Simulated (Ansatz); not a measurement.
# Thickness series of a CoSi2/ZnS/NiSi2 junction, part 2 of 3

Wanted: T(E), the conductance and its decay constant for CoSi2/ZnS/NiSi2. The lower electrode is CoSi2 fluorite(111) turned by 180 degrees (type B), the upper one NiSi2 fluorite(111); the barrier is ZnS zinc blende(111) (whole bilayers). In the first transport cell, after relaxation, the nearest pair of electrode and barrier is Si–S at 2.34 Å, along the normal, at the lower face and Si–Zn at 2.47 Å, along the normal, at the upper one. All share a net of side 3.822 Å, which strains the lower electrode by +0.8 %, the upper one by -0.5 % and the barrier by -0.8 %, against typed lattice constants near PBE's. The first steps treat the bulk electrodes alone.

Ansatz 0.2.0; PBE DFT, plane waves, PAW files (the session's first sound run).

So far. Step 4 (Relaxation): The largest force component on a free atom ends at 0.028 eV/Å. The work functions of the outer faces are 5.42 and 4.90 eV.

## 5. T(E) of the junction

This step: PBE DFT, plane waves, PAW files; ballistic transmission by layer matching between semi-infinite leads (Ansatz 0.2.0).

System of this step: CoSi2/ZnS/NiSi2. The cell holds 57 atoms: 9 Co, 34 Si, 3 S, 3 Zn and 8 Ni. Cell: a = 3.822 Å, b = 3.822 Å, c = 76.690 Å, α = 90.0°, β = 90.0°, γ = 120.0°. Regions: left electrode, 26 atoms (9 Co and 17 Si); barrier, 6 atoms (3 S and 3 Zn); right electrode, 25 atoms (17 Si and 8 Ni). Vacuum lies along c.

The relaxed core is set between ideal electrode layers (this cell holds 6 atomic planes between the electrodes; where that differs from the relaxed slab, whole periods were copied in or cut out without a new relaxation), which the solver continues as semi-infinite leads. A wide energy window on a coarse mesh (12×12) shows where the Fermi level lies against the barrier's bands; the projected density of states shows how far the metals' states reach in.

File input.yaml:

```yaml
crystal:
  lattice:
    - [3.822, 0.0, 0.0]
    - [-1.911, 3.3099490933, 0.0]
    - [0.0, 0.0, 76.6904620697]
  atoms:
    - { symbol: Co, position: [0.33333333, 0.66666667, 0.091276018] }
    - { symbol: Si, position: [0.0, 0.0, 0.1011178306] }
    - { symbol: Si, position: [0.33333333, 0.66666667, 0.1215217832] }
    - { symbol: Co, position: [0.0, 0.0, 0.1313635958] }
    - { symbol: Si, position: [0.66666667, 0.33333333, 0.1412054084] }
    - { symbol: Si, position: [0.0, 0.0, 0.161609361] }
    - { symbol: Co, position: [0.66666667, 0.33333333, 0.1714511736] }
    - { symbol: Si, position: [0.33333333, 0.66666667, 0.1812929862] }
[... 45 atom lines left out ...]
    - { symbol: Si, position: [0.66666667, 0.33333333, 0.8673443405] }
    - { symbol: Ni, position: [0.0, 0.0, 0.8778954956] }
    - { symbol: Si, position: [0.33333333, 0.66666667, 0.8884466507] }
    - { symbol: Si, position: [0.0, 0.0, 0.908723982] }
kpoints:
  mp_grid: { grid: [8, 8, 1] }
scf:
  occupations: { method: fermi_dirac, width: 0.1 }
  max_iter: 150
hamiltonian:
  xc: pbe
output:
  transmission:
    kmesh: [12, 12]
    e_range: [-4, 2]
    de: 0.1
    leads: [[11, 14], [43, 46]]
  dos: { projected: true, e_range: [-6, 5], de: 0.05 }
  write_potential: true
  write_density: true
  volumetric_format: npy
  elf: true
```

Started as:

```bash
$ ansatz run input.yaml --threads 8 --pin off --max-ram 24576MiB --backend cpu --events-out ev --progress --plain --runs-dir out
```

Elapsed: 3.7 min, on 8 threads of Arm Neoverse V2, shared host; peak memory 11 GiB.

This step gave:

- free energy: -127154.8036 eV
- Fermi energy: 8.865 eV
- level to which the leads are filled: 0 eV from the Fermi level
- transmission at the Fermi level (a spin, zone mean): 0.008678
- channels of the lower lead: 1.271
- channels of the upper lead: 1.076
- potential step in the lower lead: 5.5 meV
- potential step in the upper lead: 7.6 meV

One spin. The transmission, zone mean by energy, zero at the Fermi level:

```
energy (eV)  transmission, zone mean
      -4.00                    0.151
      -3.80                    0.300
      -3.70                    0.353
      -3.50                    0.234
      -3.40                    0.180
      -3.30                    0.341
      -3.20                    0.240
      -3.00                    0.312
      -2.90                    0.252
      -2.80                    0.357
      -2.70                    0.233
      -2.50                    0.181
      -2.40                    0.182
      -2.20                    0.164
      -2.10                    0.123
      -1.90                    0.132
      -1.70                   0.0279
      -1.60                   0.0547
      -1.40                   0.0261
      -1.20                   0.0158
      -1.10                   0.0205
      -0.90                   0.0181
      -0.80                   0.0105
      -0.60                  0.00902
      -0.40                  0.00436
      -0.30                  0.00342
      -0.10                   0.0103
       0.00                  0.00868
       0.10                   0.0105
       0.20                   0.0111
       0.40                  0.00671
       0.50                  0.00762
       0.70                  0.00798
       0.90                  0.00233
       1.00                  0.00437
       1.20                   0.0112
       1.40                   0.0433
       1.50                   0.0342
       1.70                   0.0223
       1.80                  0.00254
       2.00                   0.0481
```

One spin. Open channels, zone mean against energy, zero at the Fermi level:

```
energy (eV)  lower lead  upper lead
      -4.00        2.46        1.44
      -3.80        2.08        1.35
      -3.60        2.01        1.42
      -3.40        1.40        1.62
      -3.20        1.31        2.05
      -3.00        1.52        1.15
      -2.80        1.44        1.63
      -2.60        1.19        1.67
      -2.30        1.35        1.80
      -2.10        1.34        1.80
      -1.90        1.66        1.76
      -1.70        1.88        1.76
      -1.50        1.57        1.57
      -1.30        1.49        1.33
      -1.10        1.67        1.15
      -0.90        1.63        1.02
      -0.70        1.80       0.938
      -0.50        1.79       0.688
      -0.30        1.60       0.701
      -0.10        1.35       0.993
       0.00        1.27        1.08
       0.10        1.23        1.12
       0.30        1.06        1.41
       0.60       0.896        1.53
       0.80       0.694        1.80
       1.00       0.556        2.13
       1.20       0.597        1.76
       1.40       0.431        1.47
       1.60       0.799       0.944
       1.80       0.840       0.674
       2.00        1.26        1.53
```

Transmission over k1 and k2. At 0.0000 eV from the Fermi level.

Values, 12 rows by 12 columns:
```
0.0000 0.0172 0.0057 0.0000 0.0000 0.0057 0.0172 0.0000 0.0000 0.0000 0.0000 0.0000
0.0008 0.0057 0.0098 0.0016 0.0003 0.0016 0.0098 0.0057 0.0008 0.0000 0.0000 0.0000
0.0000 0.0000 0.0016 0.0031 0.0029 0.0029 0.0031 0.0016 0.0000 0.0000 0.0000 0.0000
0.0008 0.0000 0.0003 0.0029 0.0202 0.0751 0.0202 0.0029 0.0003 0.0000 0.0008 0.0000
0.0000 0.0057 0.0016 0.0029 0.0751 0.0605 0.0605 0.0751 0.0029 0.0016 0.0057 0.0000
0.0000 0.0172 0.0098 0.0031 0.0202 0.0605 0.0000 0.0605 0.0202 0.0031 0.0098 0.0172
0.0000 0.0000 0.0057 0.0016 0.0029 0.0751 0.0605 0.0605 0.0751 0.0029 0.0016 0.0057
0.0008 0.0000 0.0008 0.0000 0.0003 0.0029 0.0202 0.0751 0.0202 0.0029 0.0003 0.0000
0.0000 0.0000 0.0000 0.0000 0.0000 0.0016 0.0031 0.0029 0.0029 0.0031 0.0016 0.0000
0.0008 0.0000 0.0000 0.0000 0.0008 0.0057 0.0098 0.0016 0.0003 0.0016 0.0098 0.0057
0.0000 0.0000 0.0000 0.0000 0.0000 0.0000 0.0172 0.0057 0.0000 0.0000 0.0057 0.0172
0.0000 0.0000 0.0008 0.0000 0.0008 0.0000 0.0000 0.0000 0.0008 0.0000 0.0008 0.0000
```
Columns: k1 (b1) from -0.5 to 0.417; rows upwards: k2 (b2) from -0.5 to 0.417.

Open channels of the lower lead over k1 and k2. At 0.0000 eV from the Fermi level.

Values, 12 rows by 12 columns:
```
0.00 1.00 1.00 1.00 1.00 1.00 1.00 0.00 0.00 0.00 0.00 0.00
1.00 1.00 2.00 2.00 1.00 2.00 2.00 1.00 1.00 0.00 0.00 0.00
1.00 1.00 2.00 2.00 2.00 2.00 2.00 2.00 1.00 1.00 0.00 0.00
1.00 1.00 1.00 2.00 3.00 3.00 3.00 2.00 1.00 1.00 1.00 0.00
0.00 1.00 2.00 2.00 3.00 3.00 3.00 3.00 2.00 2.00 1.00 0.00
0.00 1.00 2.00 2.00 3.00 3.00 3.00 3.00 3.00 2.00 2.00 1.00
0.00 0.00 1.00 2.00 2.00 3.00 3.00 3.00 3.00 2.00 2.00 1.00
1.00 0.00 1.00 1.00 1.00 2.00 3.00 3.00 3.00 2.00 1.00 1.00
1.00 0.00 0.00 1.00 1.00 2.00 2.00 2.00 2.00 2.00 2.00 1.00
1.00 0.00 0.00 0.00 1.00 1.00 2.00 2.00 1.00 2.00 2.00 1.00
0.00 0.00 0.00 0.00 0.00 0.00 1.00 1.00 1.00 1.00 1.00 1.00
0.00 0.00 1.00 1.00 1.00 0.00 0.00 0.00 1.00 1.00 1.00 0.00
```
Columns: k1 (b1) from -0.5 to 0.417; rows upwards: k2 (b2) from -0.5 to 0.417.

Open channels of the upper lead over k1 and k2. At 0.0000 eV from the Fermi level.

Values, 12 rows by 12 columns:
```
1.00 1.00 1.00 0.00 0.00 1.00 1.00 1.00 1.00 0.00 0.00 1.00
1.00 1.00 1.00 2.00 1.00 2.00 1.00 1.00 1.00 0.00 0.00 0.00
0.00 0.00 2.00 3.00 1.00 1.00 3.00 2.00 0.00 0.00 0.00 0.00
1.00 0.00 1.00 1.00 3.00 1.00 3.00 1.00 1.00 0.00 1.00 1.00
1.00 1.00 2.00 1.00 1.00 2.00 2.00 1.00 1.00 2.00 1.00 1.00
1.00 1.00 1.00 3.00 3.00 2.00 2.00 2.00 3.00 3.00 1.00 1.00
1.00 1.00 1.00 2.00 1.00 1.00 2.00 2.00 1.00 1.00 2.00 1.00
1.00 1.00 1.00 0.00 1.00 1.00 3.00 1.00 3.00 1.00 1.00 0.00
0.00 0.00 0.00 0.00 0.00 2.00 3.00 1.00 1.00 3.00 2.00 0.00
1.00 0.00 0.00 0.00 1.00 1.00 1.00 2.00 1.00 2.00 1.00 1.00
1.00 1.00 0.00 0.00 1.00 1.00 1.00 1.00 0.00 0.00 1.00 1.00
1.00 1.00 1.00 0.00 1.00 1.00 1.00 1.00 1.00 0.00 1.00 1.00
```
Columns: k1 (b1) from -0.5 to 0.417; rows upwards: k2 (b2) from -0.5 to 0.417.

Projected DOS an atom over height of the atomic layer and energy from the Fermi level. Layers: Co Si Si Co Si Si Co Si Si Co Si Si Co Si Si Co Si Si Co Si Si Co Si Si Co Si S Zn S Zn S Zn Si Ni Si Si Ni Si Si Ni Si Si Ni Si Si Ni Si Si Ni Si Si Ni Si Si Ni Si Si; projections on atoms miss part of the total, and the computed bands can run out at the top of the range; a column is the mean of 4 neighbouring layers, the last of those left over.

Values in states/eV, 22 rows by 15 columns, each cell a mean:
```
0.21 0.24 0.23 0.20 0.23 0.22 0.14 0.11 0.25 0.19 0.22 0.24 0.21 0.24 0.32
0.32 0.40 0.36 0.34 0.34 0.39 0.29 0.19 0.37 0.29 0.33 0.33 0.29 0.34 0.47
0.28 0.49 0.60 0.60 0.64 0.61 0.41 0.33 0.42 0.33 0.39 0.40 0.33 0.40 0.66
0.40 0.35 0.26 0.27 0.23 0.25 0.37 0.38 0.45 0.35 0.39 0.38 0.31 0.40 0.68
0.45 0.38 0.33 0.27 0.32 0.36 0.37 0.20 0.45 0.40 0.40 0.42 0.37 0.42 0.64
0.63 0.52 0.58 0.60 0.59 0.54 0.48 0.11 0.39 0.46 0.58 0.53 0.49 0.40 0.64
0.40 0.35 0.34 0.38 0.33 0.32 0.25 0.04 0.25 0.20 0.21 0.26 0.26 0.35 0.68
0.31 0.12 0.11 0.11 0.10 0.08 0.07 0.05 0.39 0.38 0.39 0.37 0.33 0.41 0.74
0.34 0.15 0.15 0.16 0.16 0.15 0.13 0.02 0.31 0.39 0.44 0.45 0.39 0.33 0.43
0.45 0.23 0.24 0.27 0.26 0.31 0.28 0.04 0.30 0.32 0.31 0.31 0.33 0.28 0.57
1.04 0.51 0.47 0.58 0.44 0.51 0.52 0.05 0.36 0.22 0.22 0.22 0.20 0.17 0.38
1.82 0.67 0.72 1.03 0.69 0.62 0.69 0.03 0.31 0.17 0.18 0.18 0.16 0.23 0.50
2.03 0.87 0.84 1.47 0.80 0.88 1.40 0.13 0.63 0.32 0.30 0.30 0.35 0.47 1.15
1.62 1.26 1.25 2.30 1.27 1.29 0.99 0.34 0.71 0.54 0.46 0.46 0.51 0.63 0.85
0.85 0.63 0.64 1.02 0.67 0.58 0.59 0.80 1.08 0.80 0.62 0.65 0.85 0.64 0.58
0.88 0.55 0.54 0.76 0.53 0.51 0.59 1.03 1.42 1.30 0.73 0.72 1.20 0.78 0.50
0.77 0.52 0.53 0.66 0.53 0.60 0.73 0.74 0.96 2.84 1.53 1.52 2.87 1.45 0.46
0.74 0.94 0.99 1.12 0.99 0.98 0.70 0.76 0.57 1.27 0.81 0.81 1.34 0.83 0.23
0.37 0.55 0.52 0.58 0.55 0.53 0.55 0.29 0.71 0.95 0.65 0.66 0.92 0.73 0.18
0.26 0.42 0.44 0.40 0.43 0.41 0.39 0.31 0.68 1.36 1.04 1.03 1.33 0.85 0.18
0.19 0.28 0.26 0.23 0.26 0.30 0.23 0.54 0.38 0.68 0.65 0.65 0.74 0.49 0.18
0.18 0.29 0.27 0.25 0.27 0.26 0.32 0.59 0.28 0.36 0.39 0.37 0.36 0.33 0.20
```
Columns: height of the atomic layer (Å) from 8.54 to 69.7 (not evenly spaced); rows upwards: energy from the Fermi level (eV) from -6 to 5.

Electrostatic potential energy in the ca plane at fractional y = 0.000, with atoms of Si and Co and Zn and S and Ni within 0.2 Å of it. With pseudopotentials it is smooth inside the atoms' cores, unlike the true potential.

Ten even steps from '0' (-39 eV) to '9' (13 eV), each cell a mean:
```
87200178400058999999999999999731026852224899
88633688742579999999999999999864358985347999
99888899988899999999999999999998889999889999
98899889999998899999998999999999999999999999
98888889999988889999888899999999999999999999
98888889999988889999988899999999999999999999
99999999998999999999999999999999999999999999
99866899876789999999999999999986679997678999
88300388510268999999999999999852247873126999
76100167300048999999999999999730026852423899
```
Columns run along c (16.0 Å, from fractional 0.35 to 0.56 of the cell; values clipped at the 3rd and 97th percentile), rows up along a (3.8 Å). Atoms in or near the plane, at fractional coordinates: Co at (0.37, 0.00), Si at (0.40, 0.00), Zn at (0.51, 0.00), S at (0.54, 0.00).

ELF in the ca plane at fractional y = 0.000, with atoms of Si and Co and Zn and S and Ni within 0.2 Å of it. It is the smooth field of the valence electrons, not physical close to the nuclei.

Ten even steps from '0' (0.00) to '9' (0.94), each cell a mean:
```
62488426633343100000000000001110002696258730
53233235655664321000111100001111112588898620
44322344566655543112443210023432111367886311
44566544344335674224665311135665310023432111
34566643332235785235775321146776410000111112
34666643333335775225775311146776410001221112
44544544455545664113564211124553211245654211
53222235666765432001232110012221111478897520
62256225643564210000000000001110012687678730
62599526634233100000000000001110002695027730
```
Columns run along c (16.0 Å, from fractional 0.35 to 0.56 of the cell), rows up along a (3.8 Å). Atoms in or near the plane, at fractional coordinates: Co at (0.37, 0.00), Si at (0.40, 0.00), Zn at (0.51, 0.00), S at (0.54, 0.00).

Valence density in the ca plane at fractional y = 0.000, with atoms of Si and Co and Zn and S and Ni within 0.2 Å of it. It is the smooth field of the valence electrons, not physical close to the nuclei.

Ten steps, logarithmic in the rise over the least value, from '0' (0 e/Å³) to '9' (39 e/Å³), each cell a mean:
```
00015873112222200000000100011258852111001000
00012321112222100000000111111124421111111000
00001100000111100000001111100111111001111100
00011000000000000000011110000011110000011111
00111000000000000000111110000011110000011111
00011000000000000000111110000011110000011111
00001000000011000000011111000011110000111110
00001110001221100000001111111112211111111100
00013542112222100000000111111136641111111000
00026984122112210000000100011269962110001000
```
Columns run along c (16.0 Å, from fractional 0.48 to 0.69 of the cell), rows up along a (3.8 Å). Atoms in or near the plane, at fractional coordinates: Zn at (0.51, 0.00), S at (0.54, 0.00), Si at (0.60, 0.00), Ni at (0.63, 0.00), Si at (0.66, 0.00).

At the Fermi level the transmission is 0.0087, as a zone mean for one spin on this coarse mesh. At the Fermi level the layers of this cell's barrier hold from 0.014 to 0.15 states an eV and atom. In the worse lead the potential repeats within 7.6 meV, which the program lets pass.

## 6. Conductance on a fine mesh, atomic planes in the barrier 4, gap between the electrodes 8.79 Å

System of this step: CoSi2/ZnS/NiSi2. The cell holds 55 atoms: 9 Co, 34 Si, 2 S, 2 Zn and 8 Ni. Its edges and angles: a = 3.822 Å, b = 3.822 Å, c = 73.532 Å, α = 90.0°, β = 90.0°, γ = 120.0°. Regions: left electrode, 26 atoms (9 Co and 17 Si); barrier, 4 atoms (2 S and 2 Zn); right electrode, 25 atoms (17 Si and 8 Ni). Vacuum lies along c.

The conductance needs T(E) within ten thermal energies of the Fermi level, on steps under 1.5 kT, and a finer mesh (24×24), since the current can rest on few wavevectors.

File input.yaml:

```yaml
crystal:
  lattice:
    - [3.822, 0.0, 0.0]
    - [-1.911, 3.3099490933, 0.0]
    - [0.0, 0.0, 73.5322333487]
  atoms:
    - { symbol: Co, position: [0.33333333, 0.66666667, 0.095196347] }
    - { symbol: Si, position: [0.0, 0.0, 0.105460868] }
    - { symbol: Si, position: [0.33333333, 0.66666667, 0.1267411757] }
    - { symbol: Co, position: [0.0, 0.0, 0.1370056967] }
    - { symbol: Si, position: [0.66666667, 0.33333333, 0.1472702177] }
    - { symbol: Si, position: [0.0, 0.0, 0.1685505255] }
    - { symbol: Co, position: [0.66666667, 0.33333333, 0.1788150465] }
    - { symbol: Si, position: [0.33333333, 0.66666667, 0.1890795675] }
[... 43 atom lines left out ...]
    - { symbol: Si, position: [0.33333333, 0.66666667, 0.8616467451] }
    - { symbol: Ni, position: [0.66666667, 0.33333333, 0.8726510751] }
    - { symbol: Si, position: [0.0, 0.0, 0.883655405] }
    - { symbol: Si, position: [0.66666667, 0.33333333, 0.904803653] }
kpoints:
  mp_grid: { grid: [8, 8, 1] }
scf:
  occupations: { method: fermi_dirac, width: 0.1 }
  max_iter: 150
hamiltonian:
  xc: pbe
output:
  transmission:
    kmesh: [24, 24]
    e_range: [-0.26, 0.27]
    de: 0.0375
    leads: [[11, 14], [41, 44]]
```

Wall time 3.1 min (8 threads); peak memory 9.4 GiB; 20 min of CPU time.

This step gave:

```yaml
free_energy: -122932.0835 eV
fermi_energy: 8.947 eV
transmission_at_the_fermi_level_a_spin_zone_mean: 0.03596
channels_of_the_lower_lead: 1.328
channels_of_the_upper_lead: 1.019
ballistic_conductance_of_the_lower_lead: 8.08e14 S/m²
ballistic_conductance_of_the_upper_lead: 6.42e14 S/m²
junction_conductance: 2.40e13 S/m²
error_estimates_by_source_in_the_log_s_order: 5.6, 0, 25.7, 16.5, 1.5 %
resistance_area_product_beyond_the_leads: 0.04033 Ω um²
```

One spin. Transmission, zone mean against energy, zero at the Fermi level:

```
energy (eV)  transmission, zone mean
     -0.260                   0.0222
     -0.223                   0.0283
     -0.185                   0.0316
     -0.147                   0.0296
     -0.110                   0.0441
     -0.072                   0.0407
     -0.035                   0.0438
      0.003                   0.0360
      0.040                   0.0362
      0.077                   0.0427
      0.115                   0.0404
      0.152                   0.0467
      0.190                   0.0472
      0.228                   0.0427
      0.265                   0.0445
```

One spin. Open channels, zone mean against energy, zero at the Fermi level:

```
energy (eV)  lower lead  upper lead
     -0.260        1.59       0.811
     -0.223        1.53       0.852
     -0.185        1.49       0.905
     -0.147        1.44       0.936
     -0.110        1.44        1.01
     -0.072        1.38        1.05
     -0.035        1.35        1.04
      0.003        1.33        1.02
      0.040        1.29        1.06
      0.077        1.21        1.09
      0.115        1.20        1.13
      0.152        1.20        1.18
      0.190        1.20        1.25
      0.228        1.13        1.24
      0.265        1.16        1.30
```

Transmission over k1 and k2. At 0.0025 eV from the Fermi level.

Ten even steps from '_' (0.000) to '@' (0.384):
```
________________________________________________
______**::__________::**________________________
____**@@..____________..@@**____________________
____::..__________________..::__________________
________________________________________________
________________________________________________
______________..--____--..______________________
______________--::--##--::--____________________
________________----====----____________________
____::__________##==========##__________::______
____**..______----====____====----______..**____
______@@______..::--==______==--::..______@@____
______**..______----====____====----______..**__
________::__________##==========##__________::__
______________________----====----______________
______________________--::--##--::--____________
________________________..--____--..____________
________________________________________________
________________________________________________
____________________::..__________________..::__
______________________**@@..____________..@@**__
__________________________**::__________::**____
________________________________________________
________________________________________________
```
Columns: k1 (b1) from -0.5 to 0.458; rows upwards: k2 (b2) from -0.5 to 0.458.

G = 2.4e13 S/m² (1/G = 0.0417 Ω µm²). The largest error estimate is 26 %, from the mesh across the current. In the worse lead the potential repeats within 7.6 meV, which the program lets pass, though it still puts 16 % of error on the junction's conductance through them. By hand, Landauer's formula with T at one energy: G = (e²/h) ΣT / A = 3.874e-5 S × 0.0719 / 12.65 Å² = 2.2e13 S/m², with T summed over both spins. The printed value averages T over the Fermi window and is 1.1 times this.

(Continued in part 3 of 3.)

[Logs are printed without paths, hosts, clocks, repeated set-up lines and the standing remarks that a program may print on its own settings, such as how far it seeks lower states.]

[Hosts, paths, dates, database ids (printed as entryN), source tags and the programs' standing remarks are cut or masked in the printed files.]
